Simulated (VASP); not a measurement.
# GaP (F-43m) in VASP: Born charges and dielectric tensor with LDA

Aim: the Born charges and dielectric tensor of GaP with LDA.

Program: VASP 6.6.1. These are calculated values, not measurements. Logs are shortened: lines on timing, memory, paths and dates and some standing lists are left out, and cuts for length are marked.

## 1. The structure

Symmetry: F-43m, No. 216, cubic system. Conventional cell: a = 5.393 Å, b = 5.393 Å, c = 5.393 Å, α = 90.00°, β = 90.00°, γ = 90.00°. Around Ga (site symmetry -43m) lie 4 P at 2.34 Å. P (site symmetry -43m) has 4 Ga at 2.34 Å as nearest neighbours.

The cell is a database's computed one.

## 2. Born charges and dielectric tensor, LDA

INCAR

```
PREC = Accurate
ENCUT = 600
EDIFF = 1E-8
ISMEAR = 0
SIGMA = 0.02
LREAL = False
LASPH = True
NELM = 100
ALGO = Fast
ISIF = 2
LWAVE = False
LCHARG = False
LEPSILON = True
IBRION = 8
NSW = 1
```

KPOINTS

```
Automatic mesh
0
Gamma
  4 4 4
```

POSCAR

```
GaP
1.0
    0.0000000000      2.6964800000      2.6964800000
    2.6964800000      0.0000000000      2.6964800000
    2.6964800000      2.6964800000      0.0000000000
Ga P
1 1
Direct
    0.0000000000      0.0000000000      0.0000000000
    0.7500000000      0.7500000000      0.7500000000
```

Potentials or basis: VASP PAW LDA potentials, release 64 (Ga_d, P).

Started as:

```bash
> cat potpaw_LDA.64/Ga_d/POTCAR potpaw_LDA.64/P/POTCAR > POTCAR
> mpirun -np 1 vasp_std > vasp.out
```

OUTCAR:

```text
PREC = Accurate
   ENCUT = 600
   EDIFF = 1E-8
   ISMEAR = 0
   LREAL = False
   LASPH = True
   NELM = 100
   ISIF = 2
   LEPSILON = True
   IBRION = 8
   NSW = 1

 ion  position               nearest neighbor table
   1  0.000  0.000  0.000-   2 2.34   2 2.34   2 2.34   2 2.34
   2  0.750  0.750  0.750-   1 2.34   1 2.34   1 2.34   1 2.34

  LATTYP: Found a face centered cubic cell.
 ALAT       =     5.3929600000

  Lattice vectors:

 A1 = (   0.0000000000,   2.6964800000,   2.6964800000)
 A2 = (   2.6964800000,   0.0000000000,   2.6964800000)
 A3 = (   2.6964800000,   2.6964800000,   0.0000000000)

Analysis of symmetry for initial positions (statically):
=====================================================================
 Subroutine PRICEL returns:
 Original cell was already a primitive cell.

 Routine SETGRP: Setting up the symmetry group for a
 face centered cubic supercell.

 Subroutine GETGRP returns: Found 24 space group operations
 (whereof 24 operations were pure point group operations)
 out of a pool of 48 trial point group operations.

The static configuration has the point symmetry T_d .

Analysis of symmetry for dynamics (positions and initial velocities):
=====================================================================
 Subroutine PRICEL returns:
 Original cell was already a primitive cell.

 Routine SETGRP: Setting up the symmetry group for a
 face centered cubic supercell.

 Subroutine GETGRP returns: Found 24 space group operations
 (whereof 24 operations were pure point group operations)
 out of a pool of 48 trial point group operations.

The dynamic configuration has the point symmetry T_d .

 Subroutine INISYM returns: Found 24 space group operations
 (whereof 24 operations are pure point group operations),
 and found     1 'primitive' translations

----------------------------------------------------------------------------------------

                                     Primitive cell

  volume of cell :      39.2122

  direct lattice vectors                    reciprocal lattice vectors
     0.000000000  2.696480000  2.696480000    -0.185426927  0.185426927  0.185426927
     2.696480000  0.000000000  2.696480000     0.185426927 -0.185426927  0.185426927
     2.696480000  2.696480000  0.000000000     0.185426927  0.185426927 -0.185426927

  length of vectors
     3.813398587  3.813398587  3.813398587     0.321168859  0.321168859  0.321168859

  position of ions in fractional coordinates (direct lattice)
     0.000000000  0.000000000  0.000000000
     0.750000000  0.750000000  0.750000000

  ion indices of the primitive-cell ions
   primitive index   ion index
                 1           1
                 2           2

----------------------------------------------------------------------------------------

 KPOINTS: Automatic mesh

Automatic generation of k-mesh.
 Grid dimensions read from file:
 generate k-points for:    4    4    4

 Generating k-lattice:

  Cartesian coordinates                     Fractional coordinates (reciprocal lattice)
    -0.046356732  0.046356732  0.046356732     0.250000000  0.000000000  0.000000000
     0.046356732 -0.046356732  0.046356732     0.000000000  0.250000000  0.000000000
[... 260 lines left out ...]
  free energy    TOTEN  =        -2.16956225 eV

  energy without entropy =       -2.16956225

------------------------ aborting loop because EDIFF is reached ----------------------------------------

--------------------------------------- Ionic step        2  -------------------------------------------

------------------------ aborting loop because EDIFF is reached ----------------------------------------

--------------------------------------- Ionic step        3  -------------------------------------------

------------------------ aborting loop because EDIFF is reached ----------------------------------------

 PIEZOELECTRIC TENSOR FIELD DIRECTION 3  (e Angst)
 -----------------------------------------------------------------------------
     0.00143  2.56965  0.00000           (  0.00000  0.04938  0.00000)
     2.56965  0.00143  0.00000           (  0.04938  0.00000  0.00000)
     0.00000  0.00000 -0.00323           (  0.00000  0.00000 -0.00001)

 PIEZOELECTRIC TENSOR FIELD DIRECTION 3  (C/m^2)
 -----------------------------------------------------------------------------
     0.00059  1.04994  0.00000
     1.04994  0.00059  0.00000
     0.00000  0.00000 -0.00132

--------------------------------------- Ionic step        4  -------------------------------------------

------------------------ aborting loop because EDIFF is reached ----------------------------------------

[... ionic steps 5 to 6 ...]

--------------------------------------- Ionic step        7  -------------------------------------------

 Free energy of the ion-electron system (eV)
  ---------------------------------------------------
  ---------------------------------------------------
  free energy    TOTEN  =        -0.04806953 eV

  energy without entropy =       -0.04806953

------------------------ aborting loop because EDIFF is reached ----------------------------------------

 INTERNAL STRAIN TENSOR  FOR ION    2  DIRECTION 1   (eV/Angst):
 -----------------------------------------------------------------------------
    -0.03447  0.00000  0.00000
    -0.00000  0.01855  7.46831
     0.00000  7.46831  0.01855

 MACROSCOPIC STATIC DIELECTRIC TENSOR (including local field effects in DFT)
 ------------------------------------------------------
          20.024748     0.000000     0.000000
           0.000000    20.024748    -0.000000
           0.000000    -0.000000    20.024748
 ------------------------------------------------------

 PIEZOELECTRIC TENSOR (including local field effects)  for field in x, y, z        (e  Angst)
          XX          YY          ZZ          XY          YZ          ZX
  --------------------------------------------------------------------------------
  x     0.00000    -0.00000     0.00000     0.00000     2.59170     0.00000
  y     0.00000    -0.00000    -0.00000    -0.00000    -0.00000     2.59170
  z     0.00000     0.00000     0.00000     2.59170    -0.00000     0.00000

 PIEZOELECTRIC TENSOR (including local field effects)  for field in x, y, z        (C/m^2)
          XX          YY          ZZ          XY          YZ          ZX
  --------------------------------------------------------------------------------
  x     0.00000    -0.00000     0.00000     0.00000     1.05894     0.00000
  y     0.00000    -0.00000    -0.00000    -0.00000    -0.00000     1.05894
  z     0.00000     0.00000     0.00000     1.05894    -0.00000     0.00000

 BORN EFFECTIVE CHARGES (including local field effects) (in |e|, cummulative output)
 ---------------------------------------------------------------------------------
 ion    1
    1     2.89581     0.00000     0.00000
    2     0.00000     2.89581     0.00000
    3     0.00000     0.00000     2.89581
 ion    2
    1    -2.89581     0.00000     0.00000
    2     0.00000    -2.89581     0.00000
    3    -0.00000     0.00000    -2.89581

 INTERNAL STRAIN TENSOR FOR ION    2 for displacements in x,y,z  (eV/Angst):
          X           Y           Z          XY          YZ          ZX
  --------------------------------------------------------------------------------
  x     0.00000     0.00000     0.00000    -0.00000     7.46831     0.00000
  y     0.00000     0.00000     0.00000     0.00000    -0.00000     7.46831
  z     0.00000     0.00000     0.00000     7.46831     0.00000    -0.00000

 SECOND DERIVATIVES (NOT SYMMETRIZED)
 ------------------------------------
               1X          1Y          1Z          2X          2Y          2Z
  1X   -10.588643    0.000000    0.000000   10.588643    0.000000    0.000000
  1Y     0.000000  -10.588643    0.000000    0.000000   10.588643    0.000000
  1Z     0.000000    0.000000  -10.588643    0.000000    0.000000   10.588643
  2X    10.626984    0.000000    0.000000  -10.626984    0.000000    0.000000
  2Y     0.000000   10.626984    0.000000    0.000000  -10.626984    0.000000
  2Z     0.000000    0.000000   10.626984    0.000000    0.000000  -10.626984

 Eigenvectors and eigenvalues of the dynamical matrix
 ----------------------------------------------------

   1 f  =   10.998573 THz    69.106075 2PiTHz  366.872919 cm-1    45.486424 meV
             X         Y         Z           dx          dy          dz
      0.000000  0.000000  0.000000     0.000000    0.553920    0.000000
      4.044720  4.044720  4.044720     0.000000   -0.832570    0.000000
[... 21 lines left out ...]
   6 f/i=    0.009167 THz     0.057597 2PiTHz    0.305771 cm-1     0.037911 meV
             X         Y         Z           dx          dy          dz
      0.000000  0.000000  0.000000     0.000000    0.000000    0.832570
      4.044720  4.044720  4.044720     0.000000    0.000000    0.553920

--------------------------------------------------------------------------------------------------------

 MACROSCOPIC STATIC DIELECTRIC TENSOR IONIC CONTRIBUTION
 ------------------------------------------------------
           3.648029     0.000000     0.000000
           0.000000     3.648029     0.000000
           0.000000     0.000000     3.648029
 ------------------------------------------------------

 ELASTIC MODULI CONTR FROM IONIC RELAXATION (kBar)
 Direction    XX          YY          ZZ          XY          YZ          ZX
 --------------------------------------------------------------------------------
 XX          -0.0000     -0.0000     -0.0000     -0.0000     -0.0000     -0.0000
 YY          -0.0000     -0.0000     -0.0000     -0.0000     -0.0000     -0.0000
 ZZ          -0.0000     -0.0000     -0.0000     -0.0000     -0.0000     -0.0000
 XY          -0.0000     -0.0000     -0.0000   -213.3913     -0.0000     -0.0000
 YZ          -0.0000     -0.0000     -0.0000     -0.0000   -213.3913     -0.0000
 ZX          -0.0000     -0.0000     -0.0000     -0.0000     -0.0000   -213.3913
 --------------------------------------------------------------------------------

 PIEZOELECTRIC TENSOR IONIC CONTR  for field in x, y, z        (C/m^2)
          XX          YY          ZZ          XY          YZ          ZX
  --------------------------------------------------------------------------------
  x     0.00000    -0.00000    -0.00000    -0.00000    -0.83021    -0.00000
  y    -0.00000     0.00000    -0.00000     0.00000    -0.00000    -0.83021
  z    -0.00000    -0.00000    -0.00000    -0.83021    -0.00000    -0.00000
```

Run time: 1.8 min. Hardware: 1 thread of Intel Xeon Platinum 8488C (Sapphire Rapids), shared host; peak memory 0.19 GiB.

What came out:

```yaml
Band_gap_on_the_k_mesh: 1.39 eV, indirect (least direct gap 1.89 eV)
Electronic_dielectric_tensor_diagonal: 20.02
Born_charges_mean_of_the_diagonal: Ga +2.90; P -2.90 e
Highest_phonon_frequency_at_Γ_LO-TO_splitting_left_out: 367 cm⁻¹
```

Levels at points of the mesh, in eV from the valence-band top:
| k point | band 5 | band 6 | band 7 | band 8 | band 9 | band 10 | band 11 | band 12 | band 13 |
| --- | --- | --- | --- | --- | --- | --- | --- | --- | --- |
| (0.00, 0.00, 0.00) | -14.71 | -12.77 | 0.00 | 0.00 | 0.00 | 1.89 | 3.75 | 3.75 | 3.75 |
| (0.50, 0.00, 0.00) | -14.70 | -10.57 | -6.92 | -1.18 | -1.18 | 1.59 | 4.59 | 4.59 | 8.07 |
| (0.50, 0.50, 0.00) | -14.68 | -9.60 | -7.02 | -2.84 | -2.84 | 1.39 | 1.62 | 10.68 | 10.70 |

Phonon frequencies in cm⁻¹ (negative: imaginary):
```
              q point        frequencies
(0.000, 0.000, 0.000)  0 0 0 367 367 367
```

Electronic dielectric tensor:
```
20.02  0.00  0.00
 0.00 20.02  0.00
 0.00  0.00 20.02
```

Born effective charge tensors (e):
atom 1, Ga
```
2.90 0.00 0.00
0.00 2.90 0.00
0.00 0.00 2.90
```
atom 2, P
```
-2.90  0.00  0.00
 0.00 -2.90  0.00
 0.00  0.00 -2.90
```

Caveat: the k mesh is coarse (spacing up to 0.50 Å⁻¹), so the values aren't converged. A k mesh can miss the band edges.
